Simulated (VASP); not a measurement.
MgS (distorted wurtzite), PBE single-point calculation: Ansatz's output and VASP's

```
CELL_PARAMETERS angstrom
3.93600 0.06800 -0.01730
-1.90910 3.45580 -0.02170
-0.02770 -0.05610 6.39920
ATOMIC_POSITIONS crystal
Mg 0.38030 0.66200 0.99510
Mg 0.70500 0.37900 0.50480
S 0.33230 0.68760 0.37680
S 0.62490 0.35110 0.88160
```

Ansatz printed

```
SCF 1 converged in 6 iterations: F = -5656.459467 eV  dr2 = 6.87e-8
  greatest PAW one-centre occupation: 1.000 electrons in one spin orbital (limit 2), on the Mg atom at site 0 (counted from 0), in its partial waves of l = 0
SCF converged after 6 iterations
Free energy (F): -5656.459467 eV
Harris-Foulkes:  -5656.459467 eV  (|F-HF|=4.86e-8)
Internal energy: -5656.459467 eV  (E = F + TS)
E sigma→0 (E₀):  -5656.459467 eV
Fermi energy:    5.318861 eV
--- Per-component energies (eV) ---
  E_band       = -731.360623
  E_kinetic    = 371.401617
  E_local      = -3770.317247  (includes V_loc(G=0)·N_el)
  E_nonlocal   = 247.788794
  E_hartree    = 1368.983769
  E_xc         = -255.479331
  E_vxc        = -253.884867  (∫ρ·V_xc dr)
  E_paw        = -1784.902867  (= ΣΔE_a)
  E_vpaw       = -64.310477  (= ΣTr[D̂ρ^β])
  E_aug_tail   = -0.000002  (compensation charges beyond the density's cutoff)
  E_ewald      = -1833.934200
  E_smearing   = -0.000000  (= −TS)
  E_closure    = 0.000000  (closes the sum)
  Σ components = -5656.459467   (vs F -5656.459467, Δ=0.00e0)
--- Forces (eV/Å), atoms counted from 1 ---
  atom   1  Mg    -4.51809651     2.73501807     1.74227228
  atom   2  Mg    -0.53883671    -0.55405044    -0.12039081
  atom   3  S      0.47090997     0.54495445    -0.01187944
  atom   4  S      4.58600016    -2.72597305    -1.61002554
  max |Σ_I F_I| component: 5.10e-5 eV/Å
--- Stress (GPa, compression-positive) ---
       12.668305      -7.959379      -6.058096
       -7.959379       4.600089       3.027451
       -6.058099       3.027455       4.388142
  P = ⅓ Tr σ = 7.2188 GPa (72.188 kbar)
--- Band table (eV; the first three rows and the last of 76) ---
  k-point 0: bands = ["-70.3211", "-70.3133", "-37.0992", "-37.0801", "-37.0780", "-37.0740", "-37.0616", "-37.0536", "-8.0415", "-7.2250", "0.1586", "2.7227", "3.0555", "3.2745", "3.5275", "3.5926", "7.0437", "8.2948", "10.7906", "11.4219", "11.6227"]
  k-point 1: bands = ["-70.3211", "-70.3133", "-37.0992", "-37.0800", "-37.0781", "-37.0740", "-37.0617", "-37.0537", "-7.9517", "-7.3478", "0.5273", "2.6358", "2.8419", "3.0966", "3.3816", "3.4989", "7.7143", "8.4361", "10.6827", "11.2154", "11.3482"]
  k-point 2: bands = ["-70.3211", "-70.3133", "-37.0992", "-37.0799", "-37.0782", "-37.0740", "-37.0617", "-37.0537", "-7.7980", "-7.5336", "1.4112", "1.5817", "2.8137", "3.1525", "3.3073", "3.4539", "8.4027", "8.5979", "10.6399", "10.9216", "11.0650"]
  k-point 75: bands = ["-70.3210", "-70.3132", "-37.1020", "-37.0807", "-37.0789", "-37.0750", "-37.0616", "-37.0546", "-7.2556", "-7.0008", "0.0927", "0.4350", "2.4596", "2.5946", "2.7521", "2.8435", "7.9717", "8.0315", "9.7370", "9.9573", "12.5199"]
```

Each program uses its own PAW datasets. VASP's cell holds 16 valence electrons and Ansatz's 32. Ansatz's stress includes a Pulay correction; VASP's doesn't.

What does VASP give for the same cell and level of theory?

gap between bands v and c on the k mesh 3.45 eV; least direct gap on the k mesh 3.45 eV; pressure 7.2 GPa; largest force 5.64 eV/Å.

From OUTCAR

```
k-points           NKPTS =     76   k-points in BZ     NKDIM =     76   number of bands    NBANDS=     16

   NELECT =      16.0000    total number of electrons

   dimension x,y,z NGX =    30 NGY =   30 NGZ =   48
   dimension x,y,z NGXF=    60 NGYF=   60 NGZF=   96

  energy-cutoff  :      520.00
  volume of cell :       87.86
      direct lattice vectors                 reciprocal lattice vectors
     3.936000000  0.068000000 -0.017300000     0.251672951  0.139047087  0.002308395
    -1.909100000  3.455800000 -0.021700000    -0.004941412  0.286654442  0.002491630
    -0.027700000 -0.056100000  6.399200000     0.000663632  0.001347968  0.156284224

 k-points in reciprocal lattice and weights: KPOINTS created by Atomic Simulation Env
   0.00000000  0.00000000  0.00000000       0.007
   0.16666667 -0.00000000  0.00000000       0.014
   0.33333333 -0.00000000  0.00000000       0.014
   0.50000000 -0.00000000  0.00000000       0.007
  -0.00000000  0.16666667 -0.00000000       0.014
   0.16666667  0.16666667  0.00000000       0.014
   0.33333333  0.16666667  0.00000000       0.014
   0.50000000  0.16666667  0.00000000       0.014
   ...

 E-fermi :   1.8466

 k-point     1 :       0.0000    0.0000    0.0000
  band No.  band energies     occupation
      1     -10.1809      2.00000
      2      -9.3669      2.00000
      3      -1.9825      2.00000
      4       0.5835      2.00000
      5       0.9188      2.00000
      6       1.1380      2.00000
      7       1.3921      2.00000
      8       1.4559      2.00000
      9       4.9024      0.00000
     10       6.1566      0.00000
     11       8.6712      0.00000
     12       9.3055      0.00000
     13       9.5117      0.00000
     14       9.6424      0.00000
     15      10.4445      0.00000
     16      10.6509      0.00000

 k-point     2 :       0.1667   -0.0000    0.0000
  band No.  band energies     occupation
      1     -10.0505      2.00000
      2      -9.2946      2.00000
      3      -1.7759      2.00000
      4       0.0198      2.00000
      5       0.3851      2.00000
      6       0.5938      2.00000
      7       1.2488      2.00000
      8       1.3081      2.00000
      9       5.8528      0.00000
     10       6.8729      0.00000
     11       8.3638      0.00000
     12       8.5863      0.00000
     13       9.4781      0.00000
     14       9.7383      0.00000
     15      10.0112      0.00000
     16      10.3429      0.00000

 k-point     3 :       0.3333   -0.0000    0.0000
  band No.  band energies     occupation
      1      -9.7507      2.00000
      2      -9.1574      2.00000
      3      -1.3797      2.00000
      4      -1.0805      2.00000
      5      -0.5401      2.00000
      6       0.2294      2.00000
      7       0.9171      2.00000
      8       1.1076      2.00000
      9       6.4354      0.00000
     10       6.8406      0.00000
     11       7.1957      0.00000
     12       9.0361      0.00000
     13       9.3620      0.00000
     14       9.9290      0.00000
     15      10.5910      0.00000
     16      11.4995      0.00000

 k-point     4 :       0.5000   -0.0000    0.0000
  band No.  band energies     occupation
      1      -9.5685      2.00000
      2      -9.1025      2.00000
      3      -1.7714      2.00000
      4      -1.0627      2.00000
      5      -0.6768      2.00000
      6       0.1015      2.00000
      7       0.5890      2.00000
      8       1.0147      2.00000
      9       6.1176      0.00000
     10       6.3872      0.00000
     11       7.1647      0.00000
     12       9.0663      0.00000
     13       9.8030      0.00000
     14      10.2490      0.00000
     15      10.7230      0.00000
     16      12.6248      0.00000

 k-point     5 :      -0.0000    0.1667   -0.0000
  band No.  band energies     occupation
      1     -10.0484      2.00000
      2      -9.2991      2.00000
      3      -1.7703      2.00000
      4      -0.0704      2.00000
      5       0.4669      2.00000
      6       0.7315      2.00000
      7       1.0736      2.00000
      8       1.3545      2.00000
      9       5.8311      0.00000
     10       6.9311      0.00000
     11       8.1832      0.00000
     12       8.7355      0.00000
     13       9.4001      0.00000
     14       9.8859      0.00000
     15       9.9487      0.00000
     16      10.4735      0.00000

 k-point     6 :       0.1667    0.1667    0.0000
  band No.  band energies     occupation
      1      -9.8410      2.00000
      2      -9.1990      2.00000
      3      -1.4193      2.00000
      4      -0.5860      2.00000
      5      -0.4307      2.00000
      6       0.2417      2.00000
      7       0.7999      2.00000
      8       1.0658      2.00000
      9       7.0220      0.00000
     10       7.4416      0.00000
     11       7.6884      0.00000
     12       7.9870      0.00000
     13       9.0717      0.00000
     14       9.3767      0.00000
     15      10.6655      0.00000
     16      11.0248      0.00000

 ...

  Total        6.9579502      2.4886247      2.3575704     -4.4208271      1.6865990     -3.3572378
  in kB      126.8755868     45.3791280     42.9894032    -80.6121085     30.7544944    -61.2179603
  external PRESSURE =      71.7480393 kB  Pullay stress =       0.0000000 kB

 POSITION                                       TOTAL-FORCE (eV/Angst)
 -----------------------------------------------------------------------------------
      0.20547      2.25777      6.34690        -4.570823      2.769946      1.767100
      2.03735      1.32937      3.20990        -0.540913     -0.554049     -0.121159
     -0.01520      2.37767      2.39055         0.471373      0.545315     -0.008004
      1.76490      1.20637      5.62311         4.640363     -2.761211     -1.637937
 -----------------------------------------------------------------------------------
    total drift:                                0.000177      0.000435     -0.000108

  FREE ENERGIE OF THE ION-ELECTRON SYSTEM (eV)
  ---------------------------------------------------
  free  energy   TOTEN  =       -15.9594457985 eV

  energy  without entropy=      -15.9594457985  energy(sigma->0) =      -15.95944580
```
